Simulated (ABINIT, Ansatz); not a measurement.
## BAs (F-43m): a worked LO-TO splitting

How high does the longitudinal optical mode of BAs (F-43m) lie, given the transverse one, the Born charge and ε∞?

Method: DFT LDA, scalar-relativistic, plane waves, PseudoDojo norm-conserving pseudopotentials, in ABINIT 10.8.3.

### 1. Set-up

The structure is cubic, space group F-43m (No. 216). Conventional cell: a = 4.732 Å, b = 4.732 Å, c = 4.732 Å, α = 90.00°, β = 90.00°, γ = 90.00°. Nearest to B lie 4 As at 2.05 Å. Nearest to As lie 4 B at 2.05 Å. Farther neighbours are not listed.

Structure file:

```cif
data_structure
_symmetry_space_group_name_H-M 'P 1'
_symmetry_Int_Tables_number 1
_cell_length_a 3.3461
_cell_length_b 3.3461
_cell_length_c 3.3461
_cell_angle_alpha 60.000
_cell_angle_beta 60.000
_cell_angle_gamma 60.000
_cell_volume 26.49
loop_
_atom_site_label
_atom_site_type_symbol
_atom_site_fract_x
_atom_site_fract_y
_atom_site_fract_z
_atom_site_occupancy
B1 B 0.00000 0.00000 0.00000 1
As2 As 0.25000 0.25000 0.25000 1
```

This is the cell after its relaxation at this level of theory, not the database cell from which that began.

### 2. What the response run gave

A linear-response run on the relaxed cell, with the response to an electric field; only its zone-centre results are used. Cutoff 42 Ha, k mesh 8×8×8 with shifts.

Numbers of over 12 decimals in the logs are rounded to 6 here.

Log:

```text
[banners, grids, parts of the stress and lines that vanish by symmetry left out]
- input  file    -> dfpt_gamma.abi
- output file    -> dfpt_gamma.abo
- root for input  files -> dfpt_gammai
[...]
DATASET    1 : space group F-4 3 m (#216); Bravais cF (face-center cubic)
[...]
nfft =       64000          nkpt =        1024
[...]
DATASET    2 : space group F-4 3 m (#216); Bravais cF (face-center cubic)
[...]
nfft =       64000          nkpt =        1024
[...]
== DATASET  1 ==================================================================
[...]
cutoff_energies: {ecut:  42.0, pawecutdg:  -1.0, }
[...]
- 33.00000  15.00000  180309                  znucl, zion, pspdat
[...]
Perturbation : derivative vs k along direction   1
[...]
-ETOT  1  -60.893208261762     -6.089E+01 2.308E+00 0.000E+00
 ETOT  2  -61.047047031070     -1.538E-01 1.238E-01 0.000E+00
 ETOT  3  -61.050039267407     -2.992E-03 2.978E-03 0.000E+00
 ETOT  4  -61.050137771413     -9.850E-05 1.009E-04 0.000E+00
 ETOT  5  -61.050141929943     -4.159E-06 1.334E-05 0.000E+00
[...]
At SCF step   19   max residual=  9.99E-21 < tolwfr=  1.00E-20 =>converged.
[...]
Perturbation : derivative vs k along direction   2
[...]
-ETOT  1  -60.893208261396     -6.089E+01 2.308E+00 0.000E+00
[...]
At SCF step   19   max residual=  9.99E-21 < tolwfr=  1.00E-20 =>converged.
[...]
Perturbation : derivative vs k along direction   3
[...]
-ETOT  1  -60.893208261030     -6.089E+01 2.308E+00 0.000E+00
[...]
At SCF step   19   max residual=  9.99E-21 < tolwfr=  1.00E-20 =>converged.
[...]
1        1       1.4374100545   -0.0000000000
     1        2      -0.7187050273   -0.0000000000
     1        3      -0.7187050272    0.0000000000
     2        1      -0.7187050273   -0.0000000000
     2        2       1.4374100545   -0.0000000000
     2        3       0.7187050272   -0.0000000000
     3        1      -0.7187050272    0.0000000000
     3        2       0.7187050272   -0.0000000000
     3        3       1.4374100545   -0.0000000000
[...]
== DATASET  2 ==================================================================
[...]
cutoff_energies: {ecut:  42.0, pawecutdg:  -1.0, }
[...]
Perturbation : displacement of atom   1   along direction   1
[...]
-ETOT  1   7.832477     -2.370E+02 1.122E+00 2.257E+03
[...]
At SCF step    9       vres2   =  2.16E-11 < tolvrs=  1.00E-10 =>converged.
[...]
At SCF step    9       vres2   =  8.18E-11 < tolvrs=  1.00E-10 =>converged.
[...]
-ETOT  1   4.381996     -1.372E+02 3.227E+00 1.531E+04
[...]
ETOT  8   1.076420     -1.472E-09 3.349E-09 1.594E-08
 ETOT  9   1.076420     -7.088E-11 1.832E-10 7.835E-11
 At SCF step    9       vres2   =  7.83E-11 < tolvrs=  1.00E-10 =>converged.
[...]
Dielectric tensor, in cartesian coordinates,
[...]
1    4   1    4         9.6011285417        -0.0000000000
   1    4   2    4        -0.0000000000        -0.0000000000
   1    4   3    4        -0.0000000000        -0.0000000000
   2    4   1    4        -0.0000000000        -0.0000000000
   2    4   2    4         9.6011285417        -0.0000000000
   2    4   3    4        -0.0000000000        -0.0000000000
   3    4   1    4        -0.0000000000        -0.0000000000
   3    4   2    4         0.0000000000        -0.0000000000
   3    4   3    4         9.6011285417        -0.0000000000
  Effective charges, in cartesian coordinates,
[...]
1    1   1    4        -0.5381307011         0.0000000000
   2    1   1    4         0.0000000000         0.0000000000
   3    1   1    4        -0.0000000000         0.0000000000
   1    2   1    4         0.5381576292         0.0000000000
   2    2   1    4         0.0000000000         0.0000000000
[...]
Effective charges, in cartesian coordinates,
[...]
Rigid-atom elastic tensor , in cartesian coordinates,
[...]
Rigid-atom proper piezoelectric tensor, in cartesian coordinates,
[...]
2    4   2    6        -0.0001021434         0.0000000000
   2    4   3    6         0.0000000000         0.0000000000
   3    4   1    5         0.0000000000         0.0000000000
   3    4   2    5        -0.0000000000         0.0000000000
   3    4   3    5        -0.0000000000         0.0000000000
   3    4   1    6        -0.0000000000         0.0000000000
   3    4   2    6         0.0000000000         0.0000000000
   3    4   3    6        -0.0001021409         0.0000000000
  Phonon wavevector (reduced coordinates) :  0.00000  0.00000  0.00000
 Phonon energies in Hartree :
[...]
Phonon frequencies in cm-1    :
-  1.287630E+00  1.287630E+00  1.287631E+00  7.003992E+02  7.003992E+02
-  7.003992E+02
  Phonon at Gamma, with non-analyticity in the
[...]
Phonon energies in Hartree :
[...]
Phonon frequencies in cm-1    :
-  1.287630E+00  1.287630E+00  1.287631E+00  7.003992E+02  7.003992E+02
-  7.046197E+02
  Phonon at Gamma, with non-analyticity in the
[...]
Phonon energies in Hartree :
[...]
Phonon frequencies in cm-1    :
-  1.287630E+00  1.287631E+00  1.287631E+00  7.003992E+02  7.003992E+02
-  7.046197E+02
  Phonon at Gamma, with non-analyticity in the
[...]
Phonon energies in Hartree :
[...]
Phonon frequencies in cm-1    :
-  1.287630E+00  1.287631E+00  1.287631E+00  7.003992E+02  7.003992E+02
-  7.046197E+02
[...]
fcart2     0.0000000000E+00  0.0000000000E+00  0.0000000000E+00
           strten2     0.0000000000E+00  0.0000000000E+00  0.0000000000E+00
================================================================================
```

```csv
quantity,value
cell volume Ω (Å³),26.491
mass of B (u),10.810
mass of As (u),74.922
"Born charge of B, raw (e)",-0.538
"Born charge of As, raw (e)",0.538
ε∞,9.601
ω(TO) after the sum rule (cm⁻¹),700.4
```

### 3. The calculation

The charges must sum to zero over the cell; taking off their mean, 0.000 e, leaves Z* = -0.538 e on B. In the polar mode B moves against As, so the reduced mass is μ = 10.81 × 74.92 / 85.73 = 9.447 u.

A longitudinal wave builds up a field that adds to the restoring force: ω(LO)² = ω(TO)² + 4π Z*² / (μ Ω ε∞), in Hartree atomic units. With μ = 17221 electron masses and Ω = 178.77 bohr³ the second term is 1.2312e-07 Ha², or 5931 cm⁻² (1 Ha = 219474.6 cm⁻¹).

So ω(LO) = √(490560 + 5931) = 704.6 cm⁻¹, and by the Lyddane-Sachs-Teller relation ε₀ = ε∞ (ω(LO)/ω(TO))² = 9.72.

### 4. Check against the program

The analysis program adds the same non-analytic term to the full matrix.

Log:

```text
[banners, grids, parts of the stress and lines that vanish by symmetry left out]
-outvars_anaddb: echo values of input variables ----------------------

 Flags :
[...]
Dielectric Tensor and Effective Charges
[...]
Effective charge tensors after
[...]
Phonon wavevector (reduced coordinates) :  0.00000  0.00000  0.00000
 Phonon energies in Hartree :
[...]
Phonon energies in meV     :
-  0.000000E+00  0.000000E+00  0.000000E+00  8.683841E+01  8.683841E+01
-  8.683841E+01
 Phonon frequencies in cm-1    :
-  0.000000E+00  0.000000E+00  0.000000E+00  7.003990E+02  7.003990E+02
-  7.003990E+02
 Phonon frequencies in Thz     :
-  0.000000E+00  0.000000E+00  0.000000E+00  2.099744E+01  2.099744E+01
-  2.099744E+01
 Phonon energies in Kelvin  :
-  0.000000E+00  0.000000E+00  0.000000E+00  1.007718E+03  1.007718E+03
-  1.007718E+03
[...]
-  1  0.00000000E+00  1.20215806E-06 -2.52957035E-03
-     0.00000000E+00  0.00000000E+00  0.00000000E+00
-  2  0.00000000E+00  1.20215859E-06 -2.52957146E-03
-     0.00000000E+00  0.00000000E+00  0.00000000E+00
[...]
-  1  0.00000000E+00 -2.52957035E-03 -1.20215806E-06
-     0.00000000E+00  0.00000000E+00  0.00000000E+00
-  2  0.00000000E+00 -2.52957146E-03 -1.20215859E-06
-     0.00000000E+00  0.00000000E+00  0.00000000E+00
[...]
-  1  2.52957063E-03  0.00000000E+00  0.00000000E+00
-     0.00000000E+00  0.00000000E+00  0.00000000E+00
-  2  2.52957174E-03  0.00000000E+00  0.00000000E+00
-     0.00000000E+00  0.00000000E+00  0.00000000E+00
[...]
-  1  0.00000000E+00 -4.31753555E-07 -6.65913101E-03
-     0.00000000E+00  0.00000000E+00  0.00000000E+00
-  2  0.00000000E+00  0.00000000E+00  9.60895701E-04
-     0.00000000E+00  0.00000000E+00  0.00000000E+00
[...]
-  1  4.79623045E-07 -6.65913099E-03  4.31760207E-07
-     0.00000000E+00  0.00000000E+00  0.00000000E+00
-  2  0.00000000E+00  9.60895699E-04  0.00000000E+00
-     0.00000000E+00  0.00000000E+00  0.00000000E+00
[...]
-  1  6.65913101E-03  4.79629033E-07  0.00000000E+00
-     0.00000000E+00  0.00000000E+00  0.00000000E+00
-  2 -9.60895701E-04  0.00000000E+00  0.00000000E+00
-     0.00000000E+00  0.00000000E+00  0.00000000E+00
[...]
-     1         -0.000000     0.000000    -0.000000     0.000000
-     2          0.000000    -0.000000    -0.000000     0.000000
-     3          0.000000     0.000000     0.000000     0.000000
-     4         -0.000008     0.000040     0.609484     0.609484
-     5         -0.000044     0.609484    -0.000040     0.609484
-     6         -0.609484    -0.000044    -0.000008     0.609484
[...]
-   1     Real    0.0000E+00  0.0000E+00  0.0000E+00  0.0000E+00  0.0000E+00  0.0000E+00  0.0000E+00
[...]
-     0.00000000E+00  0.00000000E+00  0.00000000E+00
-  2  0.00000000E+00  1.20048389E-06 -2.52957146E-03
-     0.00000000E+00  0.00000000E+00  0.00000000E+00
[...]
Phonon at Gamma, with non-analyticity in the
[...]
Phonon energies in Hartree :
[...]
Phonon energies in meV     :
-  0.000000E+00  0.000000E+00  0.000000E+00  8.683841E+01  8.683841E+01
-  8.736172E+01
 Phonon frequencies in cm-1    :
-  0.000000E+00  0.000000E+00  0.000000E+00  7.003990E+02  7.003990E+02
-  7.046198E+02
 Phonon frequencies in Thz     :
-  0.000000E+00  0.000000E+00  0.000000E+00  2.099744E+01  2.099744E+01
-  2.112397E+01
 Phonon energies in Kelvin  :
-  0.000000E+00  0.000000E+00  0.000000E+00  1.007718E+03  1.007718E+03
-  1.013791E+03
[...]
Phonon at Gamma, with non-analyticity in the
[...]
Phonon energies in Hartree :
[...]
Phonon energies in meV     :
-  0.000000E+00  0.000000E+00  0.000000E+00  8.683841E+01  8.683841E+01
-  8.736172E+01
 Phonon frequencies in cm-1    :
-  0.000000E+00  0.000000E+00  0.000000E+00  7.003990E+02  7.003990E+02
-  7.046198E+02
 Phonon frequencies in Thz     :
-  0.000000E+00  0.000000E+00  0.000000E+00  2.099744E+01  2.099744E+01
-  2.112397E+01
 Phonon energies in Kelvin  :
-  0.000000E+00  0.000000E+00  0.000000E+00  1.007718E+03  1.007718E+03
-  1.013791E+03
[...]
-  1  6.05808605E-07 -2.52956807E-03 -3.55505850E-06
-     0.00000000E+00  0.00000000E+00  0.00000000E+00
-  2  6.05813295E-07 -2.52956917E-03 -3.55505564E-06
-     0.00000000E+00  0.00000000E+00  0.00000000E+00
[...]
-  1  2.52957055E-03  6.05398912E-07  2.97439981E-07
-     0.00000000E+00  0.00000000E+00  0.00000000E+00
-  2  2.52957165E-03  6.05394757E-07  2.97435691E-07
-     0.00000000E+00  0.00000000E+00  0.00000000E+00
[...]
-  1  1.20815035E-03  3.98692608E-03 -5.19507643E-03
-     0.00000000E+00  0.00000000E+00  0.00000000E+00
-  2 -1.74333029E-04 -5.75303313E-04  7.49636342E-04
-     0.00000000E+00  0.00000000E+00  0.00000000E+00
[...]
-  1  5.30123162E-03 -3.69690471E-03 -1.60432691E-03
-     0.00000000E+00  0.00000000E+00  0.00000000E+00
-  2 -7.64954267E-04  5.33453966E-04  2.31500301E-04
-     0.00000000E+00  0.00000000E+00  0.00000000E+00
[...]
Direction                     Dielectric constant
[...]
Elastic Tensor (clamped ion) (unit:10^2GP):
[...]
Elastic Tensor (relaxed ion) (unit:10^2GP):
[...]
Calculation of the tensor related to piezoelectric effetc
[...]
Proper piezoelectric constants (clamped ion) (unit:c/m^2)
[...]
Increase cutoff energy or k-points sampling.
[...]
Proper piezoelectric constants (relaxed ion) (unit:c/m^2)
[...]
-0.00000000      0.14122759     -0.00000000
      0.00000000     -0.00000000      0.14122776
-
```

```csv
quantity,by hand,program
ω(LO) (cm⁻¹),704.6,704.6
ε₀,9.72,9.72
```

### 5. Outcome

* TO mode: 700.4 cm⁻¹
* LO mode: 704.6 cm⁻¹
* static dielectric constant: 9.717

What this shows: The LO mode of BAs (F-43m) lies at 705 cm⁻¹, 4 cm⁻¹ above the TO mode; the formula meets the program within 0.1 cm⁻¹, as it must for a cubic crystal with one polar mode. ω(LO)² − ω(TO)² goes with Z*²/ε∞: an error of 5 % in ε∞ would move the LO mode by 0.2 cm⁻¹, and semilocal functionals tend to overestimate ε∞. These are harmonic values at zero temperature, at the volume of this functional, for the structure held cubic; stability elsewhere in the zone is no part of this calculation.

[Host names and launcher messages were left out of these logs when they were recorded.]

[Logs are printed without paths, hosts, clocks, repeated set-up lines and the standing remarks that a program may print on its own settings, such as how far it seeks lower states.]

[Hosts, paths, dates, database ids (printed as entryN), source tags and the programs' standing remarks are cut or masked in the printed files.]
